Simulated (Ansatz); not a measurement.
# Ga (P2_1/m) in Ansatz: notebook

The runs below take Ga through single point, equation of state, with PBEsol.

All numbers are computed with Ansatz 0.2.0; they aren't measurements. Logs are shortened: lines on timing, memory, paths and dates and some standing lists are left out, and cuts for length are marked.

### 1 The crystal as given

The structure is monoclinic, space group P2_1/m (No. 11). The conventional cell has a = 2.778 Å, b = 3.282 Å, c = 4.210 Å, α = 90.00°, β = 108.61°, γ = 90.00°. Around Ga (site symmetry m) lie 8 Ga at 2.71 to 2.84 Å.

This isn't the form of Ga at room conditions, which is orthorhombic.

### 2 Single point, PBEsol, 17.10 Å³/atom (volume scaled by 0.94)

File input.yaml:

```yaml
crystal:
  lattice:
    - [2.7217036785, 0.0, 0.0]
    - [0.0, 3.2146183849, 0.0]
    - [-1.3160064422, 0.0, 3.9088161735]
  atoms:
    - { symbol: Ga, position: [0.13459627, 0.75, 0.77016683] }
    - { symbol: Ga, position: [0.86540373, 0.25, 0.22983317] }
kpoints:
  mp_grid: { grid: [10, 8, 7] }
scf:
  occupations: { method: fermi_dirac, width: 0.05 }
hamiltonian:
  xc: pbesol
  pseudopotentials: { kind: all_electron, lapw: { basis_error: 0.001 } }
output:
  forces: true
  stress: true
  eigenvalues: true
```

Potentials or basis: all-electron LAPW, scalar-relativistic.

Launch:

```sh
$ ansatz run input.yaml --threads 1 --pin off --max-ram 3072MiB --backend cpu --events-out ev --progress --plain --runs-dir out
```

What it wrote:

```text
Warning: RAYON_NUM_THREADS=1 ignored (pool sized by the plan → 1); use --threads N
LAPW: plane waves up to 8.327 Å⁻¹, error target 1.0e-3 eV per atom; small_component_spin mean_spin; Ga in spheres of 1.327 Å, 21 of its electrons in bands, Dirac shells [] (how accurate: hamiltonian.pseudopotentials.lapw.basis_error, Limitations)
Engine: ansatz 0.2.0, x86_64-unknown-linux-gnu
Pseudopotentials: kind: all_electron
Pseudopotential: Ga, LAPW, valence charge 21, lapw/all_electron/scalar/gaussian/Ga, Koelling and Harmon's equation, gaussian nucleus
Functional definition: PBEsol
  exchange = pbesol_x
  correlation = pbesol_c
Crystal: 2 atoms, lattice volume = 34.199 Å³
Basis set: ecut = 264.1697995782519 eV, 345 PW (Γ), exchange–correlation at level 2
Bands: 26, of which v1, the nominal top of the filled ones, is band 21 counted from 1 (20 counted from 0)
Symmetry: 4 space group operations
Space group: P21/m (ITA 11), of the structure as read, at distance tolerance 3.2e-5 Å
k-points: 180 of 560
Non-local potential: Ga, projectors of the file, none
Initial density: superposition of atomic densities (chi_scale 0.1, normalization cell)
Initial wavefunctions: plane waves of lowest kinetic energy (no species holds an atomic orbital)
Functional: x = pbesol(κ = 0.804, μ = 0.12345679012345678), c = pbesol(β = 0.046)
iter 1 solved again at ethr=8.52e-5 eV; its pass at ethr=1.00e-1 eV (dr2=3.58e-2 eV) is discarded
SCF iter   1: F=—  HF=-105720.159588 eV  |F-HF|=—  |Δ(HF+E_count)|=         —  Δρ=1.36e-2  dr2=3.59e-2  ethr=8.52e-5  ⟨swp⟩=3.0  Hψ=31700  notcnv=0
preconditioner: auto → Kerker (q_TF=auto, 2.823 Å⁻¹)  [metal: Δε(μ)=0.012 eV  Ē_g=18.013 eV  σ=0.050 eV  W_gap=0.06  n_scr=12 (ndim 8)  ℏωp=32.4 eV  f_vac=0.000  D(μ)=0.64/eV (n_scr^D=2)]
SCF iter   2: F=—  HF=-105720.082084 eV  |F-HF|=—  |Δ(HF+E_count)|=   7.75e-2  Δρ=7.95e-3  dr2=1.54e-2  ethr=8.52e-5  ⟨swp⟩=2.0  Hψ=14040  notcnv=0
SCF iter   3: F=—  HF=-105720.065818 eV  |F-HF|=—  |Δ(HF+E_count)|=   1.63e-2  Δρ=6.06e-3  dr2=9.23e-3  ethr=3.67e-5  ⟨swp⟩=2.0  Hψ=13164  notcnv=0
SCF iter   4: F=—  HF=-105720.063605 eV  |F-HF|=—  |Δ(HF+E_count)|=   2.21e-3  Δρ=3.15e-3  dr2=2.81e-3  ethr=2.20e-5  ⟨swp⟩=2.0  Hψ=13164  notcnv=0
iter 5 solved again at ethr=3.32e-7 eV; its pass at ethr=6.70e-6 eV (dr2=1.39e-4 eV) is discarded
SCF iter   5: F=—  HF=-105720.063276 eV  |F-HF|=—  |Δ(HF+E_count)|=   3.29e-4  Δρ=6.32e-4  dr2=1.39e-4  ethr=3.32e-7  ⟨swp⟩=2.0  Hψ=22728  notcnv=0
SCF iter   6: F=—  HF=-105720.063257 eV  |F-HF|=—  |Δ(HF+E_count)|=   1.88e-5  Δρ=8.03e-5  dr2=3.49e-6  ethr=3.31e-7  ⟨swp⟩=2.0  Hψ=13164  notcnv=0
SCF iter   7: F=—  HF=-105720.063257 eV  |F-HF|=—  |Δ(HF+E_count)|=   4.14e-7  Δρ=1.68e-5  dr2=1.74e-7  ethr=8.32e-9  ⟨swp⟩=2.0  Hψ=13166  notcnv=0
SCF iter   8: F=-105720.063257 eV  HF=-105720.063257 eV  |F-HF|=2.02e-9  |Δ(HF+E_count)|=   2.65e-8  Δρ=5.26e-6  dr2=9.49e-9  ethr=4.15e-10  ⟨swp⟩=2.0  Hψ=13164  notcnv=0
SCF 1 converged in 8 iterations: F = -105720.063257 eV  dr2 = 9.49e-9
SCF converged after 8 iterations
Free energy (F): -105720.063257 eV
Harris-Foulkes:  -105720.063257 eV  (|F-HF|=2.02e-9)
Internal energy: -105720.058341 eV  (E = F + TS)
E sigma→0 (E₀):  -105720.060799 eV
Entropy (-TS):   -0.004916 eV (-2.458 meV/atom)
Fermi energy:    13.193851 eV
--- Per-component energies (eV) ---
  E_band       = -1480.483823
  E_kinetic    = 107790.165635
  E_xc         = -4038.812222
  E_electrostatic = -209471.411754  (all electrons and nuclei)
  E_smearing   = -0.004916  (= −TS)
  E_closure    = 0.000000  (closes the sum)
  E_atoms      = -105713.412254  (free atoms, spherical and without spin; not in F)
  Σ components = -105720.063257   (vs F -105720.063257, Δ=0.00e0)
  Basis errors (estimates in eV, not in F): energy 3.1e-4 per atom: plane waves 2.8e-4 (1.5e-4 summed), levels above the bands 1.4e-66, relativity 4.9e-9, radial functions 3.4e-5, core shells 1.2e-10; eigenvalues (radial functions only) 2.4e-6; not estimated: angular momenta, meshes, grids; target (lapw.basis_error) 1.0e-3; muffin-tin radii Ga 1.327 Å
--- Forces (eV/Å), atoms counted from 1 ---
  atom   1  Ga    -0.00473231     0.00000000    -0.09588235
  atom   2  Ga     0.00473231     0.00000000     0.09588235
  max |Σ_I F_I| component: 0.00e0 eV/Å
--- Stress (GPa, compression-positive) ---
        4.314491       0.000000      -0.438673
        0.000000       2.446051       0.000000
       -0.438673       0.000000       3.712060
  P = ⅓ Tr σ = 3.4909 GPa (34.909 kbar)
--- Band table (eV; the first three rows and the last of 180) ---
  k-point 0: bands = ["-130.2887", "-130.2873", "-81.2050", "-81.1983", "-81.1846", "-81.1832", "-81.1825", "-81.1732", "-2.0709", "-2.0528", "-1.9991", "-1.9788", "-1.6797", "-1.6734", "-1.6136", "-1.6012", "-1.5997", "-1.4384", "1.2593", "10.8976", "11.8936", "15.0055", "18.8868", "22.7755", "23.9781", "24.3485"]
  k-point 1: bands = ["-130.2886", "-130.2874", "-81.2046", "-81.1986", "-81.1845", "-81.1832", "-81.1822", "-81.1737", "-2.0773", "-2.0261", "-2.0169", "-1.9297", "-1.7097", "-1.6864", "-1.6164", "-1.5883", "-1.5808", "-1.4724", "1.4601", "8.7470", "14.3095", "15.2426", "19.1628", "21.9650", "22.8301", "23.9223"]
  k-point 2: bands = ["-130.2884", "-130.2876", "-81.2037", "-81.1995", "-81.1845", "-81.1825", "-81.1814", "-81.1751", "-2.1129", "-1.9648", "-1.9497", "-1.8793", "-1.7473", "-1.7073", "-1.6664", "-1.5703", "-1.5620", "-1.5371", "2.0629", "6.5281", "15.9362", "17.0825", "20.2037", "20.7019", "21.1324", "22.3083"]
  k-point 179: bands = ["-130.2875", "-130.2875", "-81.2022", "-81.2022", "-81.1903", "-81.1903", "-81.1776", "-81.1776", "-2.0292", "-2.0292", "-1.9500", "-1.9500", "-1.6963", "-1.6963", "-1.6152", "-1.6152", "-1.4679", "-1.4679", "10.2506", "10.2506", "11.5265", "11.5265", "14.9009", "14.9009", "18.0730", "18.0730"]
```

Wall time 24 s (1 thread of AMD EPYC 7R43 (Zen 3), shared host); peak memory 0.53 GiB.

What came out:

| Quantity | Value |
| --- | --- |
| Free energy | -105720.0633 eV |
| Pressure | 3.5 GPa |
| Largest force | 0.096 eV/Å |
| Band gap on the k mesh | none (metal or under the smearing width) |

### 3 Single point, PBEsol, 17.46 Å³/atom (volume scaled by 0.96)

input.yaml, as its differences from that of step 2:

```diff
@@ -2,5 +2,5 @@
   lattice:
-    - [2.7217036785, 0.0, 0.0]
-    - [0.0, 3.2146183849, 0.0]
-    - [-1.3160064422, 0.0, 3.9088161735]
+    - [2.7408712373, 0.0, 0.0]
+    - [0.0, 3.2372572885, 0.0]
+    - [-1.3252743986, 0.0, 3.9363439549]
   atoms:
```

Potentials or basis: all-electron LAPW, scalar-relativistic.

Launch:

```sh
$ ansatz run input.yaml --threads 1 --pin off --max-ram 3072MiB --backend cpu --events-out ev --progress --plain --runs-dir out
```

Wall time 24 s (1 thread of AMD EPYC 7R43 (Zen 3), shared host); peak memory 0.54 GiB.

Results (log left out):

```yaml
Free_energy: -105720.0755 eV
Pressure: 2.0 GPa
Largest_force: 0.087 eV/Å
Band_gap_on_the_k_mesh: none (metal or under the smearing width)
```

### 4 Single point, PBEsol, 17.83 Å³/atom (volume scaled by 0.98)

input.yaml, as its differences from that of step 3:

```diff
@@ -2,5 +2,5 @@
   lattice:
-    - [2.7408712373, 0.0, 0.0]
-    - [0.0, 3.2372572885, 0.0]
-    - [-1.3252743986, 0.0, 3.9363439549]
+    - [2.7597743949, 0.0, 0.0]
+    - [0.0, 3.2595839063, 0.0]
+    - [-1.3344145108, 0.0, 3.9634920125]
   atoms:
```

Launch:

```sh
$ ansatz run input.yaml --threads 1 --pin off --max-ram 3072MiB --backend cpu --events-out ev --progress --plain --runs-dir out
```

Run time: 24 s. Hardware: 1 thread of AMD EPYC 7R43 (Zen 3), shared host; peak memory 0.53 GiB.

Results (log left out):

```yaml
Free_energy: -105720.0812 eV
Pressure: 0.6 GPa
Largest_force: 0.079 eV/Å
Band_gap_on_the_k_mesh: none (metal or under the smearing width)
```

### 5 Single point, PBEsol, 18.19 Å³/atom

input.yaml, as its differences from that of step 4:

```diff
@@ -2,5 +2,5 @@
   lattice:
-    - [2.7597743949, 0.0, 0.0]
-    - [0.0, 3.2595839063, 0.0]
-    - [-1.3344145108, 0.0, 3.9634920125]
+    - [2.7784220849, 0.0, 0.0]
+    - [0.0, 3.28160879, 0.0]
+    - [-1.3434310986, 0.0, 3.9902731763]
   atoms:
```

Launch:

```sh
$ ansatz run input.yaml --threads 1 --pin off --max-ram 3072MiB --backend cpu --events-out ev --progress --plain --runs-dir out
```

Run time: 23 s. Hardware: 1 thread of AMD EPYC 7R43 (Zen 3), shared host; peak memory 0.53 GiB.

The run converged. Its results:

- Free energy: -105720.0810 eV
- Pressure: -0.6 GPa
- Largest force: 0.072 eV/Å
- Band gap on the k mesh: none (metal or under the smearing width)

### 6 Single point, PBEsol, 18.55 Å³/atom (volume scaled by 1.02)

input.yaml, as its differences from that of step 5:

```diff
@@ -2,5 +2,5 @@
   lattice:
-    - [2.7784220849, 0.0, 0.0]
-    - [0.0, 3.28160879, 0.0]
-    - [-1.3434310986, 0.0, 3.9902731763]
+    - [2.7968227674, 0.0, 0.0]
+    - [0.0, 3.3033419319, 0.0]
+    - [-1.3523282526, 0.0, 4.0166995966]
   atoms:
```

Potentials or basis: all-electron LAPW, scalar-relativistic.

Launch:

```sh
$ ansatz run input.yaml --threads 1 --pin off --max-ram 3072MiB --backend cpu --events-out ev --progress --plain --runs-dir out
```

Run time: 24 s. Hardware: 1 thread of AMD EPYC 7R43 (Zen 3), shared host; peak memory 0.53 GiB.

The run converged. Its results:

- Free energy: -105720.0756 eV
- Pressure: -1.7 GPa
- Largest force: 0.064 eV/Å
- Band gap on the k mesh: none (metal or under the smearing width)

### 7 Single point, PBEsol, 18.92 Å³/atom (volume scaled by 1.04)

input.yaml, as its differences from that of step 6:

```diff
@@ -2,5 +2,5 @@
   lattice:
-    - [2.7968227674, 0.0, 0.0]
-    - [0.0, 3.3033419319, 0.0]
-    - [-1.3523282526, 0.0, 4.0166995966]
+    - [2.8149844631, 0.0, 0.0]
+    - [0.0, 3.3247928052, 0.0]
+    - [-1.3611098509, 0.0, 4.0427827924]
   atoms:
```

Launch:

```sh
$ ansatz run input.yaml --threads 1 --pin off --max-ram 3072MiB --backend cpu --events-out ev --progress --plain --runs-dir out
```

Wall time 23 s (1 thread of AMD EPYC 7R43 (Zen 3), shared host); peak memory 0.52 GiB.

It converged, with:

```
Free energy            : -105720.0656 eV
Pressure               : -2.7 GPa
Largest force          : 0.056 eV/Å
Band gap on the k mesh : none (metal or under the smearing width)
```

### 8 Single point, PBEsol, 19.28 Å³/atom (volume scaled by 1.06)

input.yaml, as its differences from that of step 7:

```diff
@@ -2,5 +2,5 @@
   lattice:
-    - [2.8149844631, 0.0, 0.0]
-    - [0.0, 3.3247928052, 0.0]
-    - [-1.3611098509, 0.0, 4.0427827924]
+    - [2.8329147839, 0.0, 0.0]
+    - [0.0, 3.3459704005, 0.0]
+    - [-1.3697795742, 0.0, 4.0685336955]
   atoms:
```

Launch:

```sh
$ ansatz run input.yaml --threads 1 --pin off --max-ram 3072MiB --backend cpu --events-out ev --progress --plain --runs-dir out
```

Run time: 23 s. Hardware: 1 thread of AMD EPYC 7R43 (Zen 3), shared host; peak memory 0.54 GiB.

Results (log left out):

```
Free energy            : -105720.0514 eV
Pressure               : -3.6 GPa
Largest force          : 0.049 eV/Å
Band gap on the k mesh : none (metal or under the smearing width)
```

### 9 Equation of state, PBEsol

Potentials or basis: all-electron LAPW, scalar-relativistic.

This step only gathers the single runs of the series.

Results:

```
Equilibrium volume                        : 17.99 Å³/atom
Bulk modulus at fixed shape and positions : 60 GPa
Pressure derivative of the bulk modulus   : 4.8
```

Energy against volume, from the lowest point:
| volume (Å³/atom) | energy (meV/atom) |
| --- | --- |
| 17.100 | 8.99 |
| 17.463 | 2.84 |
| 17.827 | 0.00 |
| 18.191 | 0.11 |
| 18.555 | 2.81 |
| 18.919 | 7.82 |
| 19.283 | 14.93 |

Caveat: the cell was scaled at fixed shape and fractional positions, which overstates the stiffness of a crystal with free parameters, most of all of layers and chains.
